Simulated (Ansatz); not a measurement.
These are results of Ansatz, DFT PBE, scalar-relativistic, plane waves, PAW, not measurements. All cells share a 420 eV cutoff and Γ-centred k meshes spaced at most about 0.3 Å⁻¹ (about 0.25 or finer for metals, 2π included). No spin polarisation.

Each guess is relaxed in cell and atoms at zero pressure, on a coarse mesh first where it starts far from rest and then on a converged one. The steps can't lower the symmetry of the start, but it can rise. Energies are static (0 K, no zero-point motion).

Two unrelaxed guesses for Zr3S2:

A.

```cif
data_structure
_symmetry_space_group_name_H-M 'P6/mmm'
_symmetry_Int_Tables_number 191
_cell_length_a 4.7007
_cell_length_b 4.7007
_cell_length_c 6.2996
_cell_angle_alpha 90.000
_cell_angle_beta 90.000
_cell_angle_gamma 120.000
_cell_volume 120.55
loop_
_atom_site_label
_atom_site_type_symbol
_atom_site_symmetry_multiplicity
_atom_site_Wyckoff_symbol
_atom_site_fract_x
_atom_site_fract_y
_atom_site_fract_z
_atom_site_occupancy
Zr1 Zr 2 d 0.33333 0.66667 0.50000 1
Zr2 Zr 1 a 0.00000 0.00000 0.00000 1
S1 S 2 c 0.33333 0.66667 0.00000 1
```

B.

```cif
data_structure
_symmetry_space_group_name_H-M 'Immm'
_symmetry_Int_Tables_number 71
_cell_length_a 5.8550
_cell_length_b 6.0956
_cell_length_c 6.1483
_cell_angle_alpha 90.000
_cell_angle_beta 90.000
_cell_angle_gamma 90.000
_cell_volume 219.43
loop_
_atom_site_label
_atom_site_type_symbol
_atom_site_symmetry_multiplicity
_atom_site_Wyckoff_symbol
_atom_site_fract_x
_atom_site_fract_y
_atom_site_fract_z
_atom_site_occupancy
Zr1 Zr 4 i 0.00000 0.00000 0.76370 1
Zr2 Zr 2 b 0.50000 0.00000 0.00000 1
S1 S 4 g 0.00000 0.27372 0.00000 1
```

Question: Do they relax into the same structure? If not, which is lower?

Answer: No. B ends lower, by 0.45 eV/atom. A: P6/mmm at 24.1 Å³/atom → P6/mmm at 21.0 Å³/atom; B: Immm at 21.9 Å³/atom → Immm at 18.9 Å³/atom. Counting S atoms around Zr (those within 1.25 times the shortest such distance or 1.15 times the sum of covalent radii; a plus sign parts nearer from farther groups; a slash parts the counts of unlike sites), the end of A has Zr 2/6 and the end of B has Zr 4/4+2. End of A. Conventional cell: a = 4.988 Å, c = 4.862 Å. Zr on a site of symmetry -6m2 is surrounded by 2 S at 2.43 Å and 3 Zr at 2.88 Å; Zr on a site of symmetry 6/mmm is surrounded by 6 S at 2.88 Å; S is surrounded by 2 Zr at 2.43 Å, 3 S at 2.88 Å and 3 Zr at 2.88 Å. End of B. Conventional cell: a = 3.410 Å, b = 6.565 Å, c = 8.450 Å. Around Zr on a site of symmetry mm2 lie 4 S at 2.71 Å, 3 Zr at 3.15 Å and 2 S at 3.25 Å; Zr on a site of symmetry mmm has 4 S at 2.54 Å and 4 Zr at 3.15 Å; around S lie 2 Zr at 2.54 Å, 4 Zr at 2.71 Å and 1 S at 2.80 Å.

Cells without such a test can be saddle points. Shaken at random and relaxed again, the end of B falls into a cell with space group C2/m (No. 12), 94 meV/atom lower, so it is a saddle point or a shallow minimum. Neither end is the lowest form computed: that has the anti-tetradymite type, space group R-3m (No. 166) and lies 219 meV/atom below the better end. Some types were kept out of the candidates beforehand, so the set may lack a known form.
